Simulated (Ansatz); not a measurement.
# W: a surface, (111), 1 layers

Aim: cut a slab of W (111), 1 layers from the relaxed bulk, relax it, and get surface energy and work function. The runs shown use PAW. Its runs: bulk cell relaxed (PAW); bulk in the slab's orientation (PAW); the reference run (PAW); vacuum of 11 Å (PAW).

Computed with Ansatz 0.2.0 (DFT, PBE, PAW with Ansatz's default frozen-core files, scalar-relativistic, unless a step's input says otherwise).

## (1) The system as given

It takes space group Im-3m (No. 229, cubic). Conventional cell: a = 3.184 Å, b = 3.184 Å, c = 3.184 Å, α = 90.00°, β = 90.00°, γ = 90.00°. W (site symmetry m-3m) is surrounded by 8 W at 2.76 Å.

Coordinates:

```
CELL_PARAMETERS angstrom
-1.59218 1.59218 1.59218
1.59218 -1.59218 1.59218
1.59218 1.59218 -1.59218
ATOMIC_POSITIONS crystal
W 0.00000 0.00000 0.00000
```

## (2) Bulk cell relaxed, PAW

Contents of input.yaml:

```yaml
crystal:
  lattice:
    - [-1.5921819128, 1.5921819128, 1.5921819128]
    - [1.5921819128, -1.5921819128, 1.5921819128]
    - [1.5921819128, 1.5921819128, -1.5921819128]
  atoms:
    - { symbol: W, position: [0.0, 0.0, 0.0] }
kpoints:
  mp_grid: { grid: [19, 19, 19] }
scf:
  occupations: { method: fermi_dirac, width: 0.08 }
hamiltonian:
  xc: pbe
  pseudopotentials: { kind: paw }
output:
  forces: true
  stress: true
relax:
  f_tol: 0.005
  max_steps: 40
  cell: {}
```

Started as:

```
$ ansatz run input.yaml --threads 1 --pin off --max-ram 3584MiB --backend cpu --events-out ev --progress --plain --runs-dir out
```

The runs that follow: Bulk in the slab's orientation, PAW; Slab as cut, PAW; Vacuum of 11 Å, PAW.

What does the calculation give? Wanted: surface energy; work function.

**Answer**, as computed:

| quantity | value |
| --- | --- |
| surface energy (PAW, cut) | 4.59 J/m² |
| work function (PAW, cut) | 4.92 eV |

Vacuum of 11 Å moves the work function by less than 0.01 eV (PAW). Thickness wasn't converged, and no reconstruction was sought. Spin-orbit coupling is left out, though the cell holds W; in elements this heavy it can shift bands and gaps by tenths of an eV. The program warned that the vacuum holds more density than its bound, so energies and levels may be slightly off.
